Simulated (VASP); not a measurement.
# Hf (P6_3/mmc) in VASP: a series of runs

The runs below take Hf through single point, with PBEsol.

Everything below comes from runs of VASP 6.6.1. Logs are shortened: lines on timing, memory, paths and dates and some standing lists are left out, and cuts for length are marked.

### 1 The structure

The structure is hexagonal, space group P6_3/mmc (No. 194). The conventional cell has a = 3.158 Å, b = 3.158 Å, c = 4.988 Å, α = 90.00°, β = 90.00°, γ = 120.00°. Around Hf (site symmetry -6m2) lie 12 Hf at 3.09 to 3.16 Å.

### 2 Single point, PBEsol

The input, INCAR:

```
PREC = Accurate
ENCUT = 700
EDIFF = 1E-7
ISMEAR = 0
SIGMA = 0.1
LREAL = False
LASPH = True
NELM = 80
ALGO = Normal
ISIF = 2
LWAVE = False
LCHARG = False
GGA = PS
```

The input, KPOINTS:

```
regular mesh
0
Gamma
  15 15 8
```

The input, POSCAR:

```
Hf
1.0
    3.1578800000      0.0000000000      0.0000000000
   -1.5789400000      2.7348000000      0.0000000000
    0.0000000000      0.0000000000      4.9880300000
Hf
2
Direct
    0.3333300000      0.6666700000      0.2500000000
    0.6666700000      0.3333300000      0.7500000000
```

Potentials or basis: VASP PAW PBE potentials, release 64 (Hf_pv).

Run with:

```console
> cat potpaw_PBE.64/Hf_pv/POTCAR > POTCAR
> mpirun -np 1 vasp_std > vasp.out
```

OUTCAR:

```text
PREC = Accurate
   ENCUT = 700
   EDIFF = 1E-7
   ISMEAR = 0
   LREAL = False
   LASPH = True
   NELM = 80
   ISIF = 2
   GGA = PS

 ion  position               nearest neighbor table
   1  0.333  0.667  0.250-   2 3.09   2 3.09   2 3.09   2 3.09   2 3.09   2 3.09
   2  0.667  0.333  0.750-   1 3.09   1 3.09   1 3.09   1 3.09   1 3.09   1 3.09

  LATTYP: Found a hexagonal cell.
 ALAT       =     3.1578800000
 C/A-ratio  =     1.5795502046

  Lattice vectors:

 A1 = (   3.1578800000,   0.0000000000,   0.0000000000)
 A2 = (  -1.5789400000,   2.7348000000,   0.0000000000)
 A3 = (   0.0000000000,   0.0000000000,   4.9880300000)

Analysis of symmetry for initial positions (statically):
=====================================================================
 Subroutine PRICEL returns:
 Original cell was already a primitive cell.

 Routine SETGRP: Setting up the symmetry group for a
 hexagonal supercell.

 Subroutine GETGRP returns: Found  8 space group operations
 (whereof  4 operations were pure point group operations)
 out of a pool of 24 trial point group operations.

The static configuration has the point symmetry C_2h.
 The point group associated with its full space group is D_2h.

Analysis of symmetry for dynamics (positions and initial velocities):
=====================================================================
 Subroutine PRICEL returns:
 Original cell was already a primitive cell.

 Routine SETGRP: Setting up the symmetry group for a
 hexagonal supercell.

 Subroutine GETGRP returns: Found  8 space group operations
 (whereof  4 operations were pure point group operations)
 out of a pool of 24 trial point group operations.

The dynamic configuration has the point symmetry C_2h.
 The point group associated with its full space group is D_2h.

 Subroutine INISYM returns: Found  8 space group operations
 (whereof  4 operations are pure point group operations),
 and found     1 'primitive' translations

----------------------------------------------------------------------------------------

                                     Primitive cell

  volume of cell :      43.0775

  direct lattice vectors                    reciprocal lattice vectors
     3.157880000  0.000000000  0.000000000     0.316668144  0.182828726  0.000000000
    -1.578940000  2.734800000  0.000000000     0.000000000  0.365657452  0.000000000
     0.000000000  0.000000000  4.988030000     0.000000000  0.000000000  0.200479949

  length of vectors
     3.157880000  3.157876274  4.988030000     0.365657021  0.365657452  0.200479949
[... 87 lines left out ...]
   ISIF   =      2    stress and relaxation
   ISYM   =      2    0-nonsym 1-usesym 2-fastsym
   POTIM  = 0.5000    time-step for ionic-motion
   TEBEG  =    0.0;   TEEND  =   0.0 temperature during run
   PSTRESS=    0.0 pullay stress
   NELECT =      20.0000    total number of electrons
   NUPDOWN=      -1.0000    fix difference up-down
   EMIN   =  10.00;   EMAX   =-10.00  energy-range for DOS
   EFERMI =   0.00;   METHOD = LEGACY
   ISMEAR =     0;   SIGMA  =   0.10  broadening in eV -4-tet -1-fermi 0-gaus
   EFERMI_NEDOS =   21; number of points for ismear=-14 and -15
   IALGO  =     38    algorithm
   IMIX   =      4    mixing-type and parameters
     AMIX     =   0.40;   BMIX     =  1.00
     AMIX_MAG =   1.60;   BMIX_MAG =  1.00
  volume/ion in A,a.u.               =      21.54       145.35
  Fermi-wavevector in a.u.,A,eV,Ry     =   1.267656  2.395522 21.863905  1.606952
  Thomas-Fermi vector in A             =   2.400792
   LORBIT       =      0    0 simple, 1 ext, 2 COOP (PROOUT), +10 PAW based schemes
   GGA     = PS    functional components
   LHFCALC =     F    Hartree Fock is set to
   AEXX    =    0.0000 exact exchange contribution
   IVDW    =     0    specifies the selected vdW correction
   LEPSILON=     F    determine dielectric tensor
   LRPA    =     F    only Hartree local field effects (RPA)
 non-spin polarized calculation
 Gauss-broadening in eV      SIGMA  =   0.10
  energy-cutoff  :      700.00
  volume of cell :       43.08
 maximum number of plane-waves:      1846
   NGX = 13   NGY = 13   NGZ = 21

 number of electron      20.0000001 magnetization

 Free energy of the ion-electron system (eV)
  ---------------------------------------------------
  ext. energy  EPLUGINS =         0.00000000
  ---------------------------------------------------
  free energy    TOTEN  =       -21.01105818 eV

  energy without entropy =      -21.00365552  energy(sigma->0) =      -21.00735685

 E-fermi :   5.0295     XC(G=0): -11.5658

 val. band max:        5.0186832037   @ k =   0.0667   0.0667   0.1250
 cond. band min:       5.0433462260   @ k =   0.0667  -0.0000   0.5000
 fundamental gap:      0.0246630223
 Fermi energy:         5.0295261331

 k-point     1 :       0.0000    0.0000    0.0000
  band No.  band energies     occupation
      1     -25.9890      2.00000
      2     -25.1380      2.00000
      3     -25.1380      2.00000
      4     -24.9947      2.00000
      5     -24.9916      2.00000
      6     -24.9916      2.00000
      7      -2.4933      2.00000
      8       1.1917      2.00000
      9       5.8459      0.00000
     10       6.1951      0.00000
     11       6.1951      0.00000
     12       6.5058      0.00000
     13       7.0627      0.00000
     14       7.0628      0.00000
[... 377 lines left out ...]
      1     -25.7507      2.00000
      2     -25.5625      2.00000
      3     -25.4320      2.00000
      4     -25.2729      2.00000
      5     -25.1219      2.00000
      6     -25.0710      2.00000
      7      -0.0028      2.00000
      8       2.7795      2.00000
      9       3.5082      2.00000
     10       4.2348      2.00000
     11       5.7990      0.00000
     12       5.9987      0.00000
     13       6.5322      0.00000
     14       8.6307      0.00000

 [... further k-points ...]
[... 5 lines left out ...]
  --------------------------------------------------------------------------------------
  -------------------------------------------------------------------------------------
  Total        0.0020058      0.0021106     -0.0013548      0.0000908      0.0000000      0.0000000
  in kB        0.0746014      0.0785005     -0.0503874      0.0033769      0.0000000      0.0000000
  external PRESSURE =       0.0342382 kB  Pullay stress =       0.0000000 kB

 VOLUME and BASIS-vectors are now :
 -----------------------------------------------------------------------------
  energy-cutoff  :      700.00
  volume of cell :       43.08
      direct lattice vectors                 reciprocal lattice vectors
     3.157880000  0.000000000  0.000000000     0.316668144  0.182828726  0.000000000
    -1.578940000  2.734800000  0.000000000     0.000000000  0.365657452  0.000000000
     0.000000000  0.000000000  4.988030000     0.000000000  0.000000000  0.200479949

 POSITION                                       TOTAL-FORCE (eV/Angst)
 -----------------------------------------------------------------------------------
     -0.00002      1.82321      1.24701         0.000068     -0.000039     -0.000000
      1.57896      0.91159      3.74102        -0.000068      0.000039      0.000000
 -----------------------------------------------------------------------------------
    total drift:                                0.000000      0.000000      0.000000

  FREE ENERGIE OF THE ION-ELECTRON SYSTEM (eV)
  ---------------------------------------------------
  free  energy   TOTEN  =       -21.0110581847 eV

  energy  without entropy=      -21.0036555151  energy(sigma->0) =      -21.00735685
```

OSZICAR:

```text
N       E                     dE             d eps       ncg     rms          rms(c)
DAV:   1     0.549084855892E+02    0.54908E+02   -0.13687E+04  8976   0.171E+03
DAV:   2    -0.194430578782E+02   -0.74352E+02   -0.73128E+02 11048   0.307E+02
DAV:   3    -0.217421923855E+02   -0.22991E+01   -0.22404E+01 12226   0.336E+01
DAV:   4    -0.217624837777E+02   -0.20291E-01   -0.20282E-01 10160   0.388E+00
DAV:   5    -0.217627786227E+02   -0.29485E-03   -0.29481E-03 12268   0.376E-01    0.671E+01
DAV:   6    -0.212148877693E+02    0.54789E+00   -0.50085E-01  9458   0.536E+00    0.397E+01
DAV:   7    -0.210207916585E+02    0.19410E+00   -0.82850E-01  9564   0.663E+00    0.189E+00
DAV:   8    -0.210109482719E+02    0.98434E-02   -0.54059E-02  9872   0.180E+00    0.373E-01
DAV:   9    -0.210110648162E+02   -0.11654E-03   -0.12257E-03 12506   0.277E-01    0.221E-01
DAV:  10    -0.210110576148E+02    0.72014E-05   -0.43308E-05 10170   0.550E-02    0.258E-01
DAV:  11    -0.210110581105E+02   -0.49569E-06   -0.62460E-06 11792   0.209E-02    0.131E-02
DAV:  12    -0.210110581847E+02   -0.74244E-07   -0.51245E-07 10392   0.569E-03
   1 F= -.21011058E+02 E0= -.21007357E+02  d E =-.740267E-02
```

stdout:

```text
POSCAR found type information on POSCAR Hf
 POSCAR found :  1 types and       2 ions
 scaLAPACK will be used
 -----------------------------------------------------------------------------
|                                                                             |
|                                                                             |
|     You enforced a specific xc type in the INCAR file but a different       |
|     I HOPE YOU KNOW WHAT YOU ARE DOING!                                     |
|                                                                             |
 -----------------------------------------------------------------------------

 LDA part: xc-table for (Slater+PW92), standard interpolation
 POSCAR, INCAR and KPOINTS ok, starting setup
 FFT: planning ... GRIDC
 FFT: planning ... GRID_SOFT
 FFT: planning ... GRID
 WAVECAR not read
 entering main loop
```

It took 2.7 min on 1 thread of AMD EPYC 7R13 (Zen 3), shared host; peak memory 0.36 GiB.

What came out:

```yaml
Free_energy: -21.0111 eV
Pressure: 0.0 GPa
Band_gap_on_the_k_mesh: none (metal or under the smearing width)
```

Caveat: the PAW data sets were made with another functional, which shifts forces and pressure a little. Spin-orbit coupling is left out, which matters for the levels of Hf.

### 3 Single point, PBEsol

INCAR: that of step 2 with these lines changed.

```diff
@@ -1,3 +1,3 @@
 PREC = Accurate
-ENCUT = 700
+ENCUT = 520
 EDIFF = 1E-7
```

The input, KPOINTS:

```
regular mesh
0
Gamma
  24 24 14
```

POSCAR is that of step 2.

Potentials or basis: VASP PAW PBE potentials, release 64 (Hf_pv).

Run with:

```console
> cat potpaw_PBE.64/Hf_pv/POTCAR > POTCAR
> mpirun -np 1 vasp_std > vasp.out
```

OUTCAR:

```text
PREC = Accurate
   ENCUT = 520
   EDIFF = 1E-7
   ISMEAR = 0
   LREAL = False
   LASPH = True
   NELM = 80
   ISIF = 2
   GGA = PS

 ion  position               nearest neighbor table
   1  0.333  0.667  0.250-   2 3.09   2 3.09   2 3.09   2 3.09   2 3.09   2 3.09
   2  0.667  0.333  0.750-   1 3.09   1 3.09   1 3.09   1 3.09   1 3.09   1 3.09

  LATTYP: Found a hexagonal cell.
 ALAT       =     3.1578800000
 C/A-ratio  =     1.5795502046

  Lattice vectors:

 A1 = (   3.1578800000,   0.0000000000,   0.0000000000)
 A2 = (  -1.5789400000,   2.7348000000,   0.0000000000)
 A3 = (   0.0000000000,   0.0000000000,   4.9880300000)

Analysis of symmetry for initial positions (statically):
=====================================================================
 Subroutine PRICEL returns:
 Original cell was already a primitive cell.

 Routine SETGRP: Setting up the symmetry group for a
 hexagonal supercell.

 Subroutine GETGRP returns: Found  8 space group operations
 (whereof  4 operations were pure point group operations)
 out of a pool of 24 trial point group operations.

The static configuration has the point symmetry C_2h.
 The point group associated with its full space group is D_2h.

Analysis of symmetry for dynamics (positions and initial velocities):
=====================================================================
 Subroutine PRICEL returns:
 Original cell was already a primitive cell.

 Routine SETGRP: Setting up the symmetry group for a
 hexagonal supercell.

 Subroutine GETGRP returns: Found  8 space group operations
 (whereof  4 operations were pure point group operations)
 out of a pool of 24 trial point group operations.

The dynamic configuration has the point symmetry C_2h.
 The point group associated with its full space group is D_2h.

 Subroutine INISYM returns: Found  8 space group operations
 (whereof  4 operations are pure point group operations),
 and found     1 'primitive' translations

----------------------------------------------------------------------------------------
[... 118 lines left out ...]
   GGA     = PS    functional components
   LHFCALC =     F    Hartree Fock is set to
   AEXX    =    0.0000 exact exchange contribution
   IVDW    =     0    specifies the selected vdW correction
   LEPSILON=     F    determine dielectric tensor
   LRPA    =     F    only Hartree local field effects (RPA)
 non-spin polarized calculation
 Gauss-broadening in eV      SIGMA  =   0.10
  energy-cutoff  :      520.00
  volume of cell :       43.08
 maximum number of plane-waves:      1182
   NGX = 11   NGY = 11   NGZ = 19

 number of electron      19.9999996 magnetization

 Free energy of the ion-electron system (eV)
  ---------------------------------------------------
  ext. energy  EPLUGINS =         0.00000000
  ---------------------------------------------------
  free energy    TOTEN  =       -21.01058485 eV

  energy without entropy =      -21.00376082  energy(sigma->0) =      -21.00717283

 E-fermi :   5.0339     XC(G=0): -11.5659

 val. band max:        5.0328391703   @ k =   0.0000   0.0000   0.4286
 cond. band min:       5.0347485588   @ k =   0.3333   0.1667   0.3571
 fundamental gap:      0.0019093885
 Fermi energy:         5.0338911140

 k-point     1 :       0.0000    0.0000    0.0000
  band No.  band energies     occupation
      1     -25.9866      2.00000
      2     -25.1384      2.00000
      3     -25.1384      2.00000
      4     -24.9922      2.00000
      5     -24.9921      2.00000
      6     -24.9921      2.00000
      7      -2.4933      2.00000
      8       1.1913      2.00000
      9       5.8471      0.00000
     10       6.1943      0.00000
     11       6.1943      0.00000
     12       6.5069      0.00000
     13       7.0618      0.00000
     14       7.0619      0.00000
[... 377 lines left out ...]
      1     -25.7889      2.00000
      2     -25.6194      2.00000
      3     -25.5672      2.00000
      4     -25.3385      2.00000
      5     -25.2457      2.00000
      6     -25.0925      2.00000
      7       1.5994      2.00000
      8       2.1312      2.00000
      9       2.6752      2.00000
     10       4.2971      2.00000
     11       5.7754      0.00000
     12       5.9492      0.00000
     13       6.7763      0.00000
     14      11.1522      0.00000

 [... further k-points ...]
[... 5 lines left out ...]
  --------------------------------------------------------------------------------------
  -------------------------------------------------------------------------------------
  Total       -0.0216249     -0.0215140      0.0248519      0.0000960      0.0000000      0.0000000
  in kB       -0.8042944     -0.8001673      0.9243136      0.0035720      0.0000000      0.0000000
  external PRESSURE =      -0.2267160 kB  Pullay stress =       0.0000000 kB

 VOLUME and BASIS-vectors are now :
 -----------------------------------------------------------------------------
  energy-cutoff  :      520.00
  volume of cell :       43.08
      direct lattice vectors                 reciprocal lattice vectors
     3.157880000  0.000000000  0.000000000     0.316668144  0.182828726  0.000000000
    -1.578940000  2.734800000  0.000000000     0.000000000  0.365657452  0.000000000
     0.000000000  0.000000000  4.988030000     0.000000000  0.000000000  0.200479949

 POSITION                                       TOTAL-FORCE (eV/Angst)
 -----------------------------------------------------------------------------------
     -0.00002      1.82321      1.24701         0.000068     -0.000039      0.000000
      1.57896      0.91159      3.74102        -0.000068      0.000039     -0.000000
 -----------------------------------------------------------------------------------
    total drift:                                0.000000      0.000000      0.000000

  FREE ENERGIE OF THE ION-ELECTRON SYSTEM (eV)
  ---------------------------------------------------
  free  energy   TOTEN  =       -21.0105848451 eV

  energy  without entropy=      -21.0037608211  energy(sigma->0) =      -21.00717283
```

Run time: 6.8 min. Hardware: 1 thread of AMD EPYC 7R13 (Zen 3), shared host; peak memory 0.69 GiB.

What came out:

```
Free energy            : -21.0106 eV
Pressure               : 0.0 GPa
Band gap on the k mesh : none (metal or under the smearing width)
```

Stress tensor (GPa, compression positive):
```
-0.08  0.00  0.00
 0.00 -0.08  0.00
 0.00  0.00  0.09
```

Levels at points of the mesh, in eV from the Fermi level:
```csv
k point,band 6,band 7,band 8,band 9,band 10,band 11,band 12,band 13,band 14
"(0.00, 0.00, 0.00)",-30.03,-7.53,-3.84,0.81,1.16,1.16,1.47,2.03,2.03
"(0.50, 0.00, 0.00)",-30.13,-3.43,-2.90,-2.36,-0.74,0.74,0.92,1.74,6.12
"(0.50, 0.50, 0.00)",-30.13,-3.43,-2.90,-2.36,-0.74,0.74,0.92,1.74,6.12
"(0.00, 0.00, 0.50)",-30.10,-5.47,-5.47,0.13,0.13,1.04,1.04,1.04,1.04
"(0.50, 0.00, 0.50)",-30.25,-3.55,-3.55,-1.06,-1.06,1.31,1.31,2.70,2.70
"(0.50, 0.50, 0.50)",-30.25,-3.55,-3.55,-1.06,-1.06,1.31,1.31,2.70,2.70
```

Caveat: the PAW data sets were made with another functional, which shifts forces and pressure a little. Spin-orbit coupling is left out, which matters for the levels of Hf.
